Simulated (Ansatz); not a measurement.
C (Cmmm), random displacements

All numbers below come from Ansatz 0.2.0, DFT LDA, scalar-relativistic, plane waves, PAW. Settings: plane waves to 420 eV, k-mesh 6×6×10 (Γ-centred), Gaussian smearing 0.05 eV. No spin polarisation. Energies are free energies at this smearing, counted from the undisturbed cell; pressure is positive in compression.

The undisturbed cell (relaxed at this level; this form isn't the usual structure):

```xyz
8
Lattice="2.1033 -4.3337 0.0000 2.1033 4.3337 0.0000 0.0000 0.0000 2.4857" Properties=species:S:1:pos:R:3 pbc="T T T"
C     3.4281    1.4444    0.0000
C     0.7785   -1.4444    0.0000
C     0.7785    1.4444    0.0000
C     3.4281   -1.4444    0.0000
C     1.3264   -0.7735    1.2428
C     2.8802    0.7735    1.2428
C     2.8802   -0.7735    1.2428
C     1.3264    0.7735    1.2428
```

The atoms are displaced (Å, in the unstrained cell):

```tsv
atom	ux	uy	uz
C1	-0.046	0.017	-0.009
C2	0.021	0.011	-0.017
C3	0.021	-0.017	-0.012
C4	0.036	-0.028	0.034
C5	0.008	-0.006	-0.013
C6	-0.012	-0.040	0.036
C7	-0.067	0.068	-0.003
C8	0.039	-0.005	-0.016
```

Strain (Voigt, engineering shear): (0.0030, -0.0018, 0.0178, 0.0127, -0.0267, 0.0107).

(1) What are the energy change, the stress and the forces?

## Answers

(1) ΔE = 97.8 meV/atom; stress (xx, yy, zz, yz, xz, xy; compression positive) (3.90, 8.26, -20.72, -5.33, 11.15, -2.60) GPa; gap on the mesh 2.38 eV.
```
atom Fx (eV/Å) Fy Fz
  C1       2.28  -1.46   1.03
  C2      -1.03  -0.32   0.39
  C3      -0.49   0.75   0.06
  C4      -2.27   2.16  -1.22
  C5      -0.77   0.25  -0.12
  C6       0.61   3.65  -1.52
  C7       4.02  -5.31   0.82
  C8      -2.36   0.28   0.55
```

Cost: 1 run of about 0.62 core-minutes, on Intel Xeon Processor @ 2.50GHz (Skylake/Cascade Lake) (shared hosts).